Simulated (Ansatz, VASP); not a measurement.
# One calculation of Ni, two programs

Contents of INCAR:

```
  ALGO = Normal
  EDIFF = 1E-6
  ENCUT = 520
  GGA = PE
  ISIF = 2
  ISMEAR = -1
  ISPIN = 2
  ISYM = 0
  LASPH = T
  LCHARG = F
  LMAXMIX = 4
  LORBIT = 11
  LREAL = F
  LWAVE = F
  MAGMOM = 2 2
  NBANDS = 21
  NELM = 150
  PREC = Accurate
  SIGMA = 0.1
```

The input KPOINTS:

```
k-points
0
Gamma
  12 12 6
```

Contents of POSCAR:

```
Ni
1.0
    0.0000000000      1.7651000000      1.7651000000
    1.7651000000      0.0000000000      1.7651000000
    3.5302000000      3.5302000000      0.0000000000
Ni
2
Direct
    0.0000000000      0.0000000000      0.0000000000
    0.0000000000      0.0000000000      0.5000000000
```

Input for Ansatz:

```yaml
crystal:
  lattice:
    - [0.0, 1.7651, 1.7651]
    - [1.7651, 0.0, 1.7651]
    - [3.5302, 3.5302, 0.0]
  atoms:
    - { symbol: Ni, position: [0.0, 0.0, 0.0], spin: 2.0 }
    - { symbol: Ni, position: [0.0, 0.0, 0.5], spin: 2.0 }
  symmetry: { detect: false, time_reversal: true }
magnetization:
  spin_polarized: true
hamiltonian:
  xc: pbe
  pseudopotentials: { kind: paw }
basis:
  ecutwfc: 420
kpoints:
  mp_grid: { grid: [12, 12, 6] }
scf:
  occupations: { method: fermi_dirac, width: 0.1 }
  lower_state_search: "off"
output:
  forces: true
  stress: true
```

Alike in both runs: task single point; functional PBE; k mesh 12 × 12 × 6; occupations fermi-dirac, width 0.1 eV; collinear spin.

|  | VASP | Ansatz |
| --- | --- | --- |
| version | VASP 6.6.1 | Ansatz 0.2.0 |
| potentials or method | VASP PAW PBE potentials, release 64 (Ni) | PAW, plane waves, scalar-relativistic |
| plane-wave cutoff (eV) | 520 | 420 |
| valence electrons in the cell | 20 | 36 |

Ansatz gave:

```
pressure (GPa)                                                : -1.4
net moment per atom (μB)                                      : 0.65
size of the moment on the site where the two differ most (μB) : 0.69
```

Task: What did VASP give for the same quantities?

Result: Pressure (GPa): -1.5; net moment per atom (μB): 0.63; size of the moment on the site where the two differ most (μB): 0.65.

Site moments also hang on the region over which each program counts them. With one functional, cell and mesh, what is left measures potentials, basis and numerics. The two sets of potentials don't hold the same shells in valence.
